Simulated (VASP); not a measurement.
# ZnCu (Pm-3m) in VASP: notebook

The runs below take ZnCu through single point, with PBE.

All numbers are computed with VASP 6.6.1; they aren't measurements. Logs are shortened: lines on timing, memory, paths and dates and some standing lists are left out, and cuts for length are marked.

**1. Starting point**

The structure is cubic, space group Pm-3m (No. 221). The conventional cell has a = 3.012 Å, b = 3.012 Å, c = 3.012 Å, α = 90.00°, β = 90.00°, γ = 90.00°. Zn (site symmetry m-3m) is surrounded by 8 Cu at 2.61 Å. Cu (site symmetry m-3m) has 8 Zn at 2.61 Å as nearest neighbours.

**2. Single point, PBE**

Contents of INCAR:

```
PREC = Accurate ; ENCUT = 520
EDIFF = 1E-7 ; ISMEAR = 0
SIGMA = 0.1 ; LREAL = False
LASPH = True ; NELM = 80
ALGO = Fast ; ISIF = 2
LWAVE = False ; LCHARG = False
GGA = PE ; NBANDS = 18
```

Contents of KPOINTS:

```
regular mesh
0
Gamma
  8 8 8
```

Contents of POSCAR:

```
ZnCu
1.0
    3.0121728636      0.0000000000      0.0000000000
    0.0000000000      3.0121728636      0.0000000000
    0.0000000000      0.0000000000      3.0121728636
Zn Cu
1 1
Direct
    0.5000000000      0.5000000000      0.5000000000
    0.0000000000      0.0000000000      0.0000000000
```

Potentials or basis: VASP PAW PBE potentials, release 64 (Zn, Cu).

Run with:

```bash
$ cat potpaw_PBE.64/Zn/POTCAR potpaw_PBE.64/Cu/POTCAR > POTCAR
$ mpirun -np 1 vasp_std > vasp.out
```

OUTCAR:

```text
PREC = Accurate
   ENCUT = 520
   EDIFF = 1E-7
   ISMEAR = 0
   LREAL = False
   LASPH = True
   NELM = 80
   ISIF = 2
   GGA = PE

 ion  position               nearest neighbor table
   1  0.500  0.500  0.500-   2 2.61   2 2.61   2 2.61   2 2.61   2 2.61   2 2.61   2 2.61   2 2.61

   2  0.000  0.000  0.000-   1 2.61   1 2.61   1 2.61   1 2.61   1 2.61   1 2.61   1 2.61   1 2.61

  LATTYP: Found a simple cubic cell.
 ALAT       =     3.0121728636

  Lattice vectors:

 A1 = (   3.0121728636,   0.0000000000,   0.0000000000)
 A2 = (   0.0000000000,   3.0121728636,   0.0000000000)
 A3 = (   0.0000000000,   0.0000000000,   3.0121728636)

Analysis of symmetry for initial positions (statically):
=====================================================================
 Subroutine PRICEL returns:
 Original cell was already a primitive cell.

 Routine SETGRP: Setting up the symmetry group for a
 simple cubic supercell.

 Subroutine GETGRP returns: Found 48 space group operations
 (whereof 48 operations were pure point group operations)
 out of a pool of 48 trial point group operations.

The static configuration has the point symmetry O_h .

Analysis of symmetry for dynamics (positions and initial velocities):
=====================================================================
 Subroutine PRICEL returns:
 Original cell was already a primitive cell.

 Routine SETGRP: Setting up the symmetry group for a
 simple cubic supercell.

 Subroutine GETGRP returns: Found 48 space group operations
 (whereof 48 operations were pure point group operations)
 out of a pool of 48 trial point group operations.

The dynamic configuration has the point symmetry O_h .

 Subroutine INISYM returns: Found 48 space group operations
 (whereof 48 operations are pure point group operations),
 and found     1 'primitive' translations

----------------------------------------------------------------------------------------

                                     Primitive cell

  volume of cell :      27.3300

  direct lattice vectors                    reciprocal lattice vectors
     3.012172864  0.000000000  0.000000000     0.331986259  0.000000000  0.000000000
     0.000000000  3.012172864  0.000000000     0.000000000  0.331986259  0.000000000
     0.000000000  0.000000000  3.012172864     0.000000000  0.000000000  0.331986259

  length of vectors
     3.012172864  3.012172864  3.012172864     0.331986259  0.331986259  0.331986259

  position of ions in fractional coordinates (direct lattice)
     0.500000000  0.500000000  0.500000000
     0.000000000  0.000000000  0.000000000

  ion indices of the primitive-cell ions
   primitive index   ion index
                 1           1
                 2           2

----------------------------------------------------------------------------------------

 KPOINTS: regular mesh

Automatic generation of k-mesh.
 Grid dimensions read from file:
 generate k-points for:    8    8    8

 Generating k-lattice:

  Cartesian coordinates                     Fractional coordinates (reciprocal lattice)
     0.041498282  0.000000000  0.000000000     0.125000000  0.000000000  0.000000000
     0.000000000  0.041498282  0.000000000     0.000000000  0.125000000  0.000000000
     0.000000000  0.000000000  0.041498282     0.000000000  0.000000000  0.125000000

  Length of vectors
     0.041498282  0.041498282  0.041498282

  Shift w.r.t. Gamma in fractional coordinates (k-lattice)
     0.000000000  0.000000000  0.000000000

 Subroutine IBZKPT returns following result:
 ===========================================

 Found     35 irreducible k-points:

 Following reciprocal coordinates:
            Coordinates               Weight
  0.000000  0.000000  0.000000      1.000000
  0.125000  0.000000  0.000000      6.000000
  0.250000  0.000000  0.000000      6.000000
  0.375000  0.000000  0.000000      6.000000
  0.500000  0.000000  0.000000      3.000000
  0.125000  0.125000  0.000000     12.000000
[... 16 lines left out ...]
  0.375000  0.375000  0.125000     24.000000
  0.500000  0.375000  0.125000     24.000000
 [... further k-points ...]
   k-points           NKPTS =     35   k-points in BZ     NKDIM =     35   number of bands    NBANDS=     18
   number of dos      NEDOS =    301   number of ions     NIONS =      2
   total plane-waves  NPLWV =  13824
   dimension x,y,z NGX =    24 NGY =   24 NGZ =   24
   dimension x,y,z NGXF=    48 NGYF=   48 NGZF=   48
   ions per type =               1   1
   NGX,Y,Z   is equivalent  to a cutoff of  13.25, 13.25, 13.25 a.u.
   NGXF,Y,Z  is equivalent  to a cutoff of  26.49, 26.49, 26.49 a.u.
 SYSTEM =  unknown system
   PREC   = accura    normal or accurate (medium, high low for compatibility)
   ISTART =      0    job   : 0-new  1-cont  2-samecut
   ICHARG =      2    charge: 1-file 2-atom 10-const
   ISPIN  =      1    spin polarized calculation?
   LNONCOLLINEAR =      F non collinear calculations
   LSORBIT =      F    spin-orbit coupling
   LASPH  =      T    aspherical Exc in radial PAW
   ENCUT  =  520.0 eV  38.22 Ry    6.18 a.u.   5.60  5.60  5.60*2*pi/ulx,y,z
   NELM   =     80;   NELMIN=  2; NELMDL= -5     # of ELM steps
   EDIFF  = 0.1E-06   stopping-criterion for ELM
   LREAL  =      F    real-space projection
   EDIFFG = 0.1E-05   stopping-criterion for IOM
   NSW    =      0    number of steps for IOM
   IBRION =     -1    ionic relax: 0-MD 1-quasi-New 2-CG
   NFREE  =      0    steps in history (QN), initial steepest desc. (CG)
   ISIF   =      2    stress and relaxation
   ISYM   =      2    0-nonsym 1-usesym 2-fastsym
   POTIM  = 0.5000    time-step for ionic-motion
   TEBEG  =    0.0;   TEEND  =   0.0 temperature during run
   PSTRESS=    0.0 pullay stress
   NELECT =      23.0000    total number of electrons
   NUPDOWN=      -1.0000    fix difference up-down
   EMIN   =  10.00;   EMAX   =-10.00  energy-range for DOS
   EFERMI =   0.00;   METHOD = LEGACY
   ISMEAR =     0;   SIGMA  =   0.10  broadening in eV -4-tet -1-fermi 0-gaus
   EFERMI_NEDOS =   21; number of points for ismear=-14 and -15
   IALGO  =     68    algorithm
   IMIX   =      4    mixing-type and parameters
     AMIX     =   0.40;   BMIX     =  1.00
     AMIX_MAG =   1.60;   BMIX_MAG =  1.00
  volume/ion in A,a.u.               =      13.67        92.22
  Fermi-wavevector in a.u.,A,eV,Ry     =   1.545625  2.920808 32.503741  2.388958
  Thomas-Fermi vector in A             =   2.650977
   LORBIT       =      0    0 simple, 1 ext, 2 COOP (PROOUT), +10 PAW based schemes
   GGA     = PE    functional components
   LHFCALC =     F    Hartree Fock is set to
   AEXX    =    0.0000 exact exchange contribution
   IVDW    =     0    specifies the selected vdW correction
   LEPSILON=     F    determine dielectric tensor
   LRPA    =     F    only Hartree local field effects (RPA)
 non-spin polarized calculation
 RMM-DIIS sequential band-by-band and
 Gauss-broadening in eV      SIGMA  =   0.10
  energy-cutoff  :      520.00
  volume of cell :       27.33
 maximum number of plane-waves:       756
 NGX is ok and might be reduce to    24
   NGX = 11   NGY = 11   NGZ = 11

 number of electron      23.0000037 magnetization

 Free energy of the ion-electron system (eV)
  ---------------------------------------------------
  ext. energy  EPLUGINS =         0.00000000
  ---------------------------------------------------
  free energy    TOTEN  =        -5.01121532 eV

  energy without entropy =       -5.01003263  energy(sigma->0) =       -5.01062398

 E-fermi :   4.6852     XC(G=0): -12.0265

 val. band max:        4.5518528773   @ k =   0.3750   0.2500   0.1250
 cond. band min:       4.8341020917   @ k =   0.3750   0.3750   0.1250
 fundamental gap:      0.2822492144
 Fermi energy:         4.6852395234

 k-point     1 :       0.0000    0.0000    0.0000
  band No.  band energies     occupation
      1      -4.9087      2.00000
      2      -2.7197      2.00000
      3      -2.7197      2.00000
      4      -2.1278      2.00000
      5      -2.1278      2.00000
      6      -2.1278      2.00000
[... 10 lines left out ...]
     17      16.1497      0.00000
     18      27.7303      0.00000

 k-point     2 :       0.1250    0.0000    0.0000
  band No.  band energies     occupation
      1      -4.6404      2.00000
      2      -2.6942      2.00000
      3      -2.6664      2.00000
      4      -2.1496      2.00000
      5      -2.1496      2.00000
      6      -2.1181      2.00000
[... 10 lines left out ...]
     17      18.5092      0.00000
     18      25.3460      0.00000

 k-point     3 :       0.2500    0.0000    0.0000
  band No.  band energies     occupation
      1      -3.8732      2.00000
      2      -2.6318      2.00000
      3      -2.5059      2.00000
      4      -2.2018      2.00000
      5      -2.2018      2.00000
      6      -2.0945      2.00000
[... 10 lines left out ...]
     17      22.0118      0.00000
     18      22.0600      0.00000

 k-point     4 :       0.3750    0.0000    0.0000
  band No.  band energies     occupation
      1      -2.9497      2.00000
      2      -2.5678      2.00000
      3      -2.2536      2.00000
      4      -2.2536      2.00000
      5      -2.0707      2.00000
      6      -2.0070      2.00000
[... 375 lines left out ...]
      4      -2.2625      2.00000
      5      -2.2108      2.00000
      6       0.1198      2.00000
[... 10 lines left out ...]
     17      20.7343      0.00000
     18      21.5917      0.00000

 k-point    23 :       0.3750    0.3750    0.1250
  band No.  band energies     occupation
      1      -2.7641      2.00000
      2      -2.5006      2.00000
      3      -2.3568      2.00000
      4      -2.3383      2.00000
      5      -2.0380      2.00000
      6      -0.1547      2.00000
[... 10 lines left out ...]
     17      18.0208      0.00000
     18      20.6107      0.00000

 k-point    24 :       0.5000    0.3750    0.1250
  band No.  band energies     occupation
      1      -2.8050      2.00000
      2      -2.4951      2.00000
      3      -2.3850      2.00000
      4      -2.3513      2.00000
      5      -1.9696      2.00000
      6       0.3839      2.00000
[... 10 lines left out ...]
     17      18.9257      0.00000
     18      19.7391      0.00000

 [... further k-points ...]
[... 5 lines left out ...]
  --------------------------------------------------------------------------------------
  -------------------------------------------------------------------------------------
  Total       -0.7290580     -0.7290580     -0.7290580      0.0000000      0.0000000     -0.0000000
  in kB      -42.7398503    -42.7398503    -42.7398503      0.0000000      0.0000000     -0.0000000
  external PRESSURE =     -42.7398503 kB  Pullay stress =       0.0000000 kB

 VOLUME and BASIS-vectors are now :
 -----------------------------------------------------------------------------
  energy-cutoff  :      520.00
  volume of cell :       27.33
      direct lattice vectors                 reciprocal lattice vectors
     3.012172864  0.000000000  0.000000000     0.331986259  0.000000000  0.000000000
     0.000000000  3.012172864  0.000000000     0.000000000  0.331986259  0.000000000
     0.000000000  0.000000000  3.012172864     0.000000000  0.000000000  0.331986259

 POSITION                                       TOTAL-FORCE (eV/Angst)
 -----------------------------------------------------------------------------------
      1.50609      1.50609      1.50609         0.000000      0.000000      0.000000
      0.00000      0.00000      0.00000         0.000000      0.000000      0.000000
 -----------------------------------------------------------------------------------
    total drift:                                0.000000      0.000000     -0.000000

  FREE ENERGIE OF THE ION-ELECTRON SYSTEM (eV)
  ---------------------------------------------------
  free  energy   TOTEN  =        -5.0112153182 eV

  energy  without entropy=       -5.0100326320  energy(sigma->0) =       -5.01062398
```

Wall time 11 s (1 thread of Intel Xeon Platinum 8375C at 2.90GHz (Ice Lake), shared host); peak memory 0.14 GiB.

Results:

* Free energy: -5.0112 eV
* Pressure: -4.3 GPa
* Band gap on the k mesh: none (metal or under the smearing width)

**3. Single point, PBE**

This run uses another cell than the first one, of 13.28 Å³/atom, 0.972 times its volume.

Contents of INCAR:

```
SYSTEM = ZnCu
  PREC = Accurate
  ENCUT = 520
  EDIFF = 1E-7
  ISMEAR = 0
  SIGMA = 0.1
  LREAL = .False.
  LASPH = .True.
  NELM = 100
  ALGO = Normal
  ISIF = 2
  LWAVE = .False.
  LCHARG = .True.
  GGA = PE
  LELF = .True.
  LVHAR = .True.
  NBANDS = 18
```

Contents of KPOINTS:

```
regular mesh
0
Gamma
  8 8 8
  0 0 0
```

Contents of POSCAR:

```
ZnCu
1.0
    2.9837544443      0.0000000000      0.0000000000
    0.0000000000      2.9837544443      0.0000000000
    0.0000000000      0.0000000000      2.9837544443
Zn Cu
1 1
Direct
    0.5000000000      0.5000000000      0.5000000000
    0.0000000000      0.0000000000      0.0000000000
```

Potentials or basis: VASP PAW PBE potentials, release 64 (Zn, Cu).

Run with:

```bash
$ cat potpaw_PBE.64/Zn/POTCAR potpaw_PBE.64/Cu/POTCAR > POTCAR
$ mpirun -np 1 vasp_std > vasp.out
```

It took 8.6 s on 1 thread of Intel Xeon Platinum 8375C at 2.90GHz (Ice Lake), shared host; peak memory 0.14 GiB.

It converged, with:

- Free energy: -5.0245 eV
- Pressure: -1.4 GPa
- Band gap on the k mesh: none (metal or under the smearing width)

Levels at points of the mesh, in eV from the Fermi level:
```csv
k point,band 7,band 8,band 9,band 10,band 11,band 12,band 13,band 14,band 15,band 16
"(0.00, 0.00, 0.00)",-3.22,-3.22,-2.42,-2.42,-2.42,6.33,6.33,6.33,11.25,11.25
"(0.50, 0.00, 0.00)",-4.85,-3.31,-2.92,-2.92,-2.48,-1.73,11.61,11.61,12.26,12.26
"(0.50, 0.50, 0.00)",-3.03,-2.56,-2.56,-2.19,-1.53,-1.53,1.83,2.20,13.75,15.44
"(0.50, 0.50, 0.50)",-3.88,-3.88,-2.17,-2.17,3.81,4.49,4.49,4.49,4.63,4.63
```

**4. Single point, PBE**

This run uses another cell than the first one, of 12.52 Å³/atom, 0.916 times its volume.

Contents of INCAR:

```
PREC = Accurate
ENCUT = 520
EDIFF = 1E-6
ISMEAR = 0
SIGMA = 0.1
LREAL = False
LASPH = True
NELM = 80
ALGO = Normal
ISIF = 2
LWAVE = False
LCHARG = False
GGA = PE
NBANDS = 18
```

Contents of KPOINTS:

```
Automatic mesh
0
Gamma
  8 8 8
```

Contents of POSCAR:

```
ZnCu
1.0
    2.9252343038      0.0000000000      0.0000000000
    0.0000000000      2.9252343038      0.0000000000
    0.0000000000      0.0000000000      2.9252343038
Zn Cu
1 1
Direct
    0.5000000000      0.5000000000      0.5000000000
    0.0000000000      0.0000000000      0.0000000000
```

Potentials or basis: VASP PAW PBE potentials, release 64 (Zn, Cu).

Run with:

```bash
$ cat potpaw_PBE.64/Zn/POTCAR potpaw_PBE.64/Cu/POTCAR > POTCAR
$ mpirun -np 1 vasp_std > vasp.out
```

OUTCAR:

```text
PREC = Accurate
   ENCUT = 520
   EDIFF = 1E-6
   ISMEAR = 0
   LREAL = False
   LASPH = True
   NELM = 80
   ISIF = 2
   GGA = PE

 ion  position               nearest neighbor table
   1  0.500  0.500  0.500-   2 2.53   2 2.53   2 2.53   2 2.53   2 2.53   2 2.53   2 2.53   2 2.53

   2  0.000  0.000  0.000-   1 2.53   1 2.53   1 2.53   1 2.53   1 2.53   1 2.53   1 2.53   1 2.53

  LATTYP: Found a simple cubic cell.
 ALAT       =     2.9252343038

  Lattice vectors:

 A1 = (   2.9252343038,   0.0000000000,   0.0000000000)
[... 193 lines left out ...]
      6      -1.4483      2.00000
[... 481 lines left out ...]
      5      -1.2608      2.00000
      6       0.9103      2.00000
[... 10 lines left out ...]
     17      20.5583      0.00000
     18      21.4590      0.00000

 [... further k-points ...]
[... 5 lines left out ...]
  --------------------------------------------------------------------------------------
  -------------------------------------------------------------------------------------
  Total        0.9151866      0.9151866      0.9151866      0.0000000      0.0000000     -0.0000000
  in kB       58.5785034     58.5785034     58.5785034      0.0000000      0.0000000     -0.0000000
  external PRESSURE =      58.5785034 kB  Pullay stress =       0.0000000 kB

 VOLUME and BASIS-vectors are now :
 -----------------------------------------------------------------------------
  energy-cutoff  :      520.00
  volume of cell :       25.03
      direct lattice vectors                 reciprocal lattice vectors
     2.925234304  0.000000000  0.000000000     0.341852958  0.000000000  0.000000000
     0.000000000  2.925234304  0.000000000     0.000000000  0.341852958  0.000000000
     0.000000000  0.000000000  2.925234304     0.000000000  0.000000000  0.341852958

 POSITION                                       TOTAL-FORCE (eV/Angst)
 -----------------------------------------------------------------------------------
      1.46262      1.46262      1.46262         0.000000      0.000000      0.000000
      0.00000      0.00000      0.00000         0.000000      0.000000      0.000000
 -----------------------------------------------------------------------------------
    total drift:                                0.000000      0.000000     -0.000000

  FREE ENERGIE OF THE ION-ELECTRON SYSTEM (eV)
  ---------------------------------------------------
  free  energy   TOTEN  =        -5.0043537975 eV

  energy  without entropy=       -5.0015544498  energy(sigma->0) =       -5.00295412
```

OSZICAR:

```text
N       E                     dE             d eps       ncg     rms          rms(c)
DAV:   1     0.113524992232E+03    0.11352E+03   -0.11212E+04  1356   0.215E+03
DAV:   2    -0.165840138087E+01   -0.11518E+03   -0.11023E+03  1264   0.303E+02
DAV:   3    -0.606322248037E+01   -0.44048E+01   -0.43664E+01  1426   0.735E+01
DAV:   4    -0.609932461549E+01   -0.36102E-01   -0.36090E-01  1434   0.612E+00
DAV:   5    -0.609984476306E+01   -0.52015E-03   -0.52013E-03  1426   0.762E-01    0.968E+00
DAV:   6    -0.593743138177E+01    0.16241E+00   -0.14418E+01  1344   0.912E+01    0.599E+00
DAV:   7    -0.501541007051E+01    0.92202E+00   -0.31600E+00  1352   0.871E+01    0.234E+00
DAV:   8    -0.501316320542E+01    0.22469E-02   -0.12966E-01  1676   0.465E+00    0.126E+00
DAV:   9    -0.500438674963E+01    0.87765E-02   -0.10818E-02  1434   0.233E+00    0.676E-02
DAV:  10    -0.500436718264E+01    0.19567E-04   -0.81694E-04  1930   0.618E-01    0.496E-02
DAV:  11    -0.500435524356E+01    0.11939E-04   -0.10535E-04  1506   0.293E-01    0.836E-03
DAV:  12    -0.500435404403E+01    0.11995E-05   -0.69601E-06  1492   0.509E-02    0.712E-04
DAV:  13    -0.500435379747E+01    0.24656E-06   -0.19051E-07   682   0.593E-03
   1 F= -.50043538E+01 E0= -.50029541E+01  d E =-.279935E-02
```

stdout:

```text
POSCAR found type information on POSCAR ZnCu
 POSCAR found :  2 types and       2 ions
 scaLAPACK will be used
 LDA part: xc-table for (Slater+PW92), standard interpolation
 POSCAR, INCAR and KPOINTS ok, starting setup
 FFT: planning ... GRIDC
 FFT: planning ... GRID_SOFT
 FFT: planning ... GRID
 WAVECAR not read
 entering main loop
```

It took 8 s on 1 thread of Intel Xeon Platinum 8375C at 2.90GHz (Ice Lake), shared host; peak memory 0.14 GiB.

Results:

- Free energy: -5.0044 eV
- Pressure: 5.9 GPa
- Band gap on the k mesh: none (metal or under the smearing width)

Levels at points of the mesh, in eV from the Fermi level:
```csv
k point,band 7,band 8,band 9,band 10,band 11,band 12,band 13,band 14,band 15,band 16
"(0.00, 0.00, 0.00)",-3.38,-3.38,-2.51,-2.51,-2.51,6.55,6.55,6.55,11.63,11.63
"(0.50, 0.00, 0.00)",-4.95,-3.51,-3.08,-3.08,-2.59,-1.77,12.13,12.13,12.76,12.76
"(0.50, 0.50, 0.00)",-3.17,-2.66,-2.66,-2.27,-1.71,-1.71,2.09,2.43,14.40,15.93
"(0.50, 0.50, 0.50)",-4.13,-4.13,-2.25,-2.25,4.25,4.63,4.63,4.63,4.82,4.82
```

**5. Summary**

```csv
cell,gap on the mesh (eV),pressure (GPa)
"Pm-3m, 13.67 Å³/atom",none,-4.3
"Pm-3m, 13.28 Å³/atom",none,-1.4
"Pm-3m, 12.52 Å³/atom",none,5.9
```

Alike in all rows: task single point; level PBE; potentials or basis VASP PAW PBE potentials, release 64 (Zn, Cu); no spin polarisation; k mesh 8 × 8 × 8; cutoff (eV) 520; smearing gaussian 0.1 eV.

Every run on the cell as given and a fine mesh finds a metal.

Total energies depend on the potentials used, so only differences within one code and one set of settings carry meaning.
